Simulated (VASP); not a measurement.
# K (Im-3m) in VASP: notebook

The runs below take K through single point, with r2SCAN.

Everything below comes from runs of VASP 6.6.1. Logs are shortened: lines on timing, memory, paths and dates and some standing lists are left out, and cuts for length are marked.

### 1 Starting point

The structure is cubic, space group Im-3m (No. 229). The conventional cell has a = 5.395 Å, b = 5.395 Å, c = 5.395 Å, α = 90.00°, β = 90.00°, γ = 90.00°.

### 2 Single point, r2SCAN

The input, INCAR:

```
SYSTEM = K
ADDGRID = .False.
ALGO = Normal
EDIFF = 1E-6
ENCUT = 300
ISIF = 2
ISMEAR = -1
LASPH = .True.
LCHARG = .False.
LMIXTAU = .True.
LREAL = .False.
LWAVE = .False.
METAGGA = R2SCAN
NBANDS = 10
NELM = 100
PREC = Accurate
SIGMA = 0.15
```

The input, KPOINTS:

```
k-points
0
Gamma
  5 5 5
  0 0 0
```

The input, POSCAR:

```
K
1.0
   -2.6491090000      2.6630490000      2.6437420000
    2.6773590000     -2.6874940000      2.6964360000
    2.7342160000      2.7726000000     -2.6681870000
K
1
Direct
   -0.0060180000      0.0074470000      0.0002300000
```

Potentials or basis: VASP PAW PBE potentials, release 64 (K_pv).

The run is started by

```console
> cat potpaw_PBE.64/K_pv/POTCAR > POTCAR
> mpirun -np 1 vasp_std > vasp.out
```

OUTCAR:

```text
SYSTEM = K
   EDIFF = 1E-6
   ENCUT = 300
   ISIF = 2
   ISMEAR = -1
   LASPH = .True.
   LREAL = .False.
   METAGGA = R2SCAN
   NELM = 100
   PREC = Accurate

 Found     63 irreducible k-points:

 Following reciprocal coordinates:
            Coordinates               Weight
  0.000000  0.000000  0.000000      1.000000
  0.200000 -0.000000 -0.000000      2.000000
  0.400000  0.000000 -0.000000      2.000000
  0.000000  0.200000  0.000000      2.000000
  0.200000  0.200000 -0.000000      2.000000
  0.400000  0.200000  0.000000      2.000000
   k-points           NKPTS =     63   k-points in BZ     NKDIM =     63   number of bands    NBANDS=     10
   number of dos      NEDOS =    301   number of ions     NIONS =      1
   total plane-waves  NPLWV =  21952
   dimension x,y,z NGX =    28 NGY =   28 NGZ =   28
   dimension x,y,z NGXF=    56 NGYF=   56 NGZF=   56
   ions per type =               1
   NGX,Y,Z   is equivalent  to a cutoff of  10.13, 10.00,  9.86 a.u.
   NGXF,Y,Z  is equivalent  to a cutoff of  20.27, 20.00, 19.72 a.u.
 SYSTEM =  K
   PREC   = accura    normal or accurate (medium, high low for compatibility)
   ISTART =      0    job   : 0-new  1-cont  2-samecut
   ICHARG =      2    charge: 1-file 2-atom 10-const
   ISPIN  =      1    spin polarized calculation?
   LNONCOLLINEAR =      F non collinear calculations
   LSORBIT =      F    spin-orbit coupling
   LASPH  =      T    aspherical Exc in radial PAW
   ENCUT  =  300.0 eV  22.05 Ry    4.70 a.u.   6.49  6.57  6.67*2*pi/ulx,y,z
   NELM   =    100;   NELMIN=  2; NELMDL= -5     # of ELM steps
   EDIFF  = 0.1E-05   stopping-criterion for ELM
   LREAL  =      F    real-space projection
   EDIFFG = 0.1E-04   stopping-criterion for IOM
   NSW    =      0    number of steps for IOM
   IBRION =     -1    ionic relax: 0-MD 1-quasi-New 2-CG
   NFREE  =      0    steps in history (QN), initial steepest desc. (CG)
   ISIF   =      2    stress and relaxation
   ISYM   =      2    0-nonsym 1-usesym 2-fastsym
   POTIM  = 0.5000    time-step for ionic-motion
   TEBEG  =    0.0;   TEEND  =   0.0 temperature during run
   PSTRESS=    0.0 pullay stress
   NELECT =       7.0000    total number of electrons
   NUPDOWN=      -1.0000    fix difference up-down
   EMIN   =  10.00;   EMAX   =-10.00  energy-range for DOS
   EFERMI =   0.00;   METHOD = LEGACY
   ISMEAR =    -1;   SIGMA  =   0.15  broadening in eV -4-tet -1-fermi 0-gaus
   EFERMI_NEDOS =   21; number of points for ismear=-14 and -15
   IALGO  =     38    algorithm
   IMIX   =      4    mixing-type and parameters
     AMIX     =   0.40;   BMIX     =  1.00
     AMIX_MAG =   1.60;   BMIX_MAG =  1.00
  volume/ion in A,a.u.               =      78.52       529.87
  Fermi-wavevector in a.u.,A,eV,Ry     =   0.731335  1.382024  7.277098  0.534852
  Thomas-Fermi vector in A             =   1.823527
   LORBIT       =      0    0 simple, 1 ext, 2 COOP (PROOUT), +10 PAW based schemes
   METAGGA = R2SCAN    functional components
   LHFCALC =     F    Hartree Fock is set to
   AEXX    =    0.0000 exact exchange contribution
   IVDW    =     0    specifies the selected vdW correction
   LEPSILON=     F    determine dielectric tensor
   LRPA    =     F    only Hartree local field effects (RPA)
 non-spin polarized calculation
  energy-cutoff  :      300.00
  volume of cell :       78.52
 maximum number of plane-waves:       945
 NGX is ok and might be reduce to    28
   NGX = 13   NGY = 13   NGZ = 13

 number of electron       7.0000004 magnetization

 Free energy of the ion-electron system (eV)
  ---------------------------------------------------
  ext. energy  EPLUGINS =         0.00000000
  ---------------------------------------------------
  free energy    TOTEN  =        -6.00689886 eV

  energy without entropy =       -5.95271070  energy(sigma->0) =       -5.97980478

 E-fermi :  -1.2192     XC(G=0):  -5.7852

 val. band max:       -1.5080745689   @ k =  -0.4000   0.4000   0.0000
 cond. band min:      -1.1941240926   @ k =   0.2000  -0.2000   0.4000
 fundamental gap:      0.3139504763
 Fermi energy:        -1.2192246725

 k-point     1 :       0.0000    0.0000    0.0000
  band No.  band energies     occupation
      1     -17.4949      2.00000
      2     -17.4941      2.00000
      3     -17.4934      2.00000
      4      -3.4232      2.00000
      5       3.4654      0.00000
      6       3.5281      0.00000
      7       3.6595      0.00000
      8       4.5010      0.00000
      9       4.6016      0.00000
     10       6.8355      0.00000

 k-point     2 :       0.2000   -0.0000   -0.0000
  band No.  band energies     occupation
      1     -17.5149      2.00000
      2     -17.5005      2.00000
      3     -17.4939      2.00000
      4      -2.9197      1.99998
      5       2.5072      0.00000
      6       2.9656      0.00000
      7       3.9211      0.00000
      8       4.2624      0.00000
      9       4.3964      0.00000
     10       7.1088      0.00000

 k-point     3 :       0.4000    0.0000   -0.0000
  band No.  band energies     occupation
      1     -17.5474      2.00000
      2     -17.5110      2.00000
      3     -17.4938      2.00000
      4      -1.5237      1.76780
      5       0.4308      0.00003
      6       2.3433      0.00000
      7       4.2523      0.00000
      8       4.6106      0.00000
      9       5.0361      0.00000
     10       5.6566      0.00000

 k-point     4 :       0.0000    0.2000    0.0000
  band No.  band energies     occupation
      1     -17.5131      2.00000
      2     -17.5002      2.00000
      3     -17.4946      2.00000
      4      -2.9276      1.99998
      5       2.4521      0.00000
      6       2.9281      0.00000
      7       3.9225      0.00000
      8       4.3758      0.00000
      9       4.4296      0.00000
     10       7.1042      0.00000

 k-point     5 :       0.2000    0.2000   -0.0000
  band No.  band energies     occupation
      1     -17.5313      2.00000
      2     -17.5117      2.00000
      3     -17.4990      2.00000
      4      -1.9873      1.98813
      5       1.4183      0.00000
      6       1.9248      0.00000
      7       4.1015      0.00000
      8       4.1668      0.00000
      9       5.1263      0.00000
     10       5.9391      0.00000

 k-point     6 :       0.4000    0.2000    0.0000
  band No.  band energies     occupation
      1     -17.5458      2.00000
      2     -17.5200      2.00000
      3     -17.4994      2.00000
      4      -0.3561      0.00632
      5      -0.2488      0.00310
      6       1.4544      0.00000
      7       3.7149      0.00000
      8       4.6421      0.00000
      9       4.9608      0.00000
     10       6.2601      0.00000

 [... further k-points ...]

------------------------ aborting loop because EDIFF is reached ----------------------------------------

  FORCE on cell =-STRESS in cart. coord.  units (eV):
  Direction    XX          YY          ZZ          XY          YZ          ZX
  --------------------------------------------------------------------------------------
  -------------------------------------------------------------------------------------
  Total       -0.0360801     -0.0324024     -0.0389747     -0.0520608      0.0143184     -0.0164065
  in kB       -0.7362162     -0.6611721     -0.7952809     -1.0623049      0.2921682     -0.3347752
  external PRESSURE =      -0.7308897 kB  Pullay stress =       0.0000000 kB

 VOLUME and BASIS-vectors are now :
 -----------------------------------------------------------------------------
  energy-cutoff  :      300.00
  volume of cell :       78.52
      direct lattice vectors                 reciprocal lattice vectors
    -2.649109000  2.663049000  2.643742000    -0.003889548  0.184877607  0.188126541
     2.677359000 -2.687494000  2.696436000     0.183848792 -0.002040834  0.186277758
     2.734216000  2.772600000 -2.668187000     0.181941348  0.181121382 -0.000133391

 POSITION                                       TOTAL-FORCE (eV/Angst)
 -----------------------------------------------------------------------------------
     -2.61260      2.62765      2.64730         0.000000     -0.000000      0.000000
 -----------------------------------------------------------------------------------
    total drift:                                0.000027     -0.000042     -0.000079

  FREE ENERGIE OF THE ION-ELECTRON SYSTEM (eV)
  ---------------------------------------------------
  free  energy   TOTEN  =        -6.0068988551 eV

  energy  without entropy=       -5.9527106960  energy(sigma->0) =       -5.97980478
```

stdout:

```text
POSCAR found type information on POSCAR K
 POSCAR found :  1 types and       1 ions
 scaLAPACK will be used
 -----------------------------------------------------------------------------
|                                                                             |
|                                                                             |
|     You enforced a specific xc type in the INCAR file but a different       |
|     I HOPE YOU KNOW WHAT YOU ARE DOING!                                     |
|                                                                             |
 -----------------------------------------------------------------------------

 LDA part: xc-table for (None), standard interpolation
 POSCAR, INCAR and KPOINTS ok, starting setup
 FFT: planning ... GRIDC
 FFT: planning ... GRID_SOFT
 FFT: planning ... GRID
 WAVECAR not read
 entering main loop
```

Wall time 2.2 min (1 thread of Intel Xeon Platinum 8559C (Emerald Rapids), shared host); peak memory 0.17 GiB.

The run converged, but some of its settings lie outside the range that counts as converged, so its numbers aren't taken as properties of the crystal.

What came out:

```yaml
Free_energy: -6.0069 eV
Pressure: -0.1 GPa
Band_gap_on_the_k_mesh: none (metal or under the smearing width)
```

Caveat: the PAW data sets were made with another functional, which shifts forces and pressure a little.

### 3 Single point, r2SCAN

INCAR: that of step 2 with these lines changed.

```diff
@@ -4,3 +4,3 @@
 EDIFF = 1E-6
-ENCUT = 300
+ENCUT = 350
 ISIF = 2
```

KPOINTS is that of step 2.

The input, POSCAR:

```
K
1.0
   -2.6975585167      2.6975585167      2.6975585167
    2.6975585167     -2.6975585167      2.6975585167
    2.6975585167      2.6975585167     -2.6975585167
K
1
Direct
    0.0000000000      0.0000000000      0.0000000000
```

Potentials or basis: VASP PAW PBE potentials, release 64 (K_pv).

The run is started by

```console
> cat potpaw_PBE.64/K_pv/POTCAR > POTCAR
> mpirun -np 1 vasp_std > vasp.out
```

It took 32 s on 1 thread of Intel Xeon Platinum 8559C (Emerald Rapids), shared host; peak memory 0.17 GiB.

The run converged, but some of its settings lie outside the range that counts as converged, so its numbers aren't taken as properties of the crystal.

What came out:

```yaml
Free_energy: -6.0092 eV
Pressure: -0.1 GPa
Band_gap_on_the_k_mesh: none (metal or under the smearing width)
```

Caveat: the PAW data sets were made with another functional, which shifts forces and pressure a little.

### 4 Single point, r2SCAN

INCAR is that of step 3.

KPOINTS is that of step 3.

The input, POSCAR:

```
K
1.0
   -2.6491090000      2.6630490000      2.6437420000
    2.6773590000     -2.6874940000      2.6964360000
    2.7342160000      2.7726000000     -2.6681870000
K
1
Direct
   -0.0060180000      0.0074470000      0.0002300000
```

The run is started by

```console
> cat potpaw_PBE.64/K_pv/POTCAR > POTCAR
> mpirun -np 1 vasp_std > vasp.out
```

Wall time 2.1 min (1 thread of Intel Xeon Platinum 8559C (Emerald Rapids), shared host); peak memory 0.18 GiB.

The run converged, but some of its settings lie outside the range that counts as converged, so its numbers aren't taken as properties of the crystal.

Results:

```yaml
Free_energy: -6.0084 eV
Pressure: -0.1 GPa
Band_gap_on_the_k_mesh: none (metal or under the smearing width)
```

Caveat: the PAW data sets were made with another functional, which shifts forces and pressure a little.

### 5 Single point, r2SCAN

INCAR: that of step 4 with these lines changed.

```diff
@@ -4,3 +4,3 @@
 EDIFF = 1E-6
-ENCUT = 350
+ENCUT = 550
 ISIF = 2
```

The input, KPOINTS:

```
k-points
0
Gamma
  4 4 4
  0 0 0
```

The input, POSCAR:

```
K
1.0
   -2.6975585167      2.6975585167      2.6975585167
    2.6975585167     -2.6975585167      2.6975585167
    2.6975585167      2.6975585167     -2.6975585167
K
1
Direct
    0.0000000000      0.0000000000      0.0000000000
```

The run is started by

```console
> cat potpaw_PBE.64/K_pv/POTCAR > POTCAR
> mpirun -np 1 vasp_std > vasp.out
```

Run time: 30 s. Hardware: 1 thread of Intel Xeon Platinum 8559C (Emerald Rapids), shared host; peak memory 0.21 GiB.

These settings aren't checked as converged: the numbers below hold their error.

Results:

| Property | Result |
| --- | --- |
| Free energy | -5.9758 eV |
| Pressure | 0.0 GPa |
| Band gap on the k mesh | none (metal or under the smearing width) |

Caveat: the k mesh is coarse (spacing up to 0.41 Å⁻¹), so the values aren't converged; the PAW data sets were made with another functional, which shifts forces and pressure a little.

### 6 Single point, r2SCAN

INCAR is that of step 5.

KPOINTS is that of step 5.

The input, POSCAR:

```
K
1.0
   -2.6491090000      2.6630490000      2.6437420000
    2.6773590000     -2.6874940000      2.6964360000
    2.7342160000      2.7726000000     -2.6681870000
K
1
Direct
   -0.0060180000      0.0074470000      0.0002300000
```

Potentials or basis: VASP PAW PBE potentials, release 64 (K_pv).

The run is started by

```console
> cat potpaw_PBE.64/K_pv/POTCAR > POTCAR
> mpirun -np 1 vasp_std > vasp.out
```

Wall time 86 s (1 thread of Intel Xeon Platinum 8559C (Emerald Rapids), shared host); peak memory 0.22 GiB.

The run converged, but some of its settings lie outside the range that counts as converged, so its numbers aren't taken as properties of the crystal.

Results:

```yaml
Free_energy: -5.9756 eV
Pressure: 0.1 GPa
Band_gap_on_the_k_mesh: none (metal or under the smearing width)
```

Caveat: the k mesh is coarse (spacing up to 0.41 Å⁻¹), so the values aren't converged; the PAW data sets were made with another functional, which shifts forces and pressure a little.

### 7 For comparison

An earlier run on the cell as given: functional PBE; potentials or basis VASP PAW PBE potentials, release 64 (K_sv); cutoff 520 eV; k mesh 7 × 7 × 7; occupations fermi-dirac, width 0.05 eV; no spin polarisation.

- Pressure: -0.2 GPa
- Band gap on the k mesh: none (metal or under the smearing width)
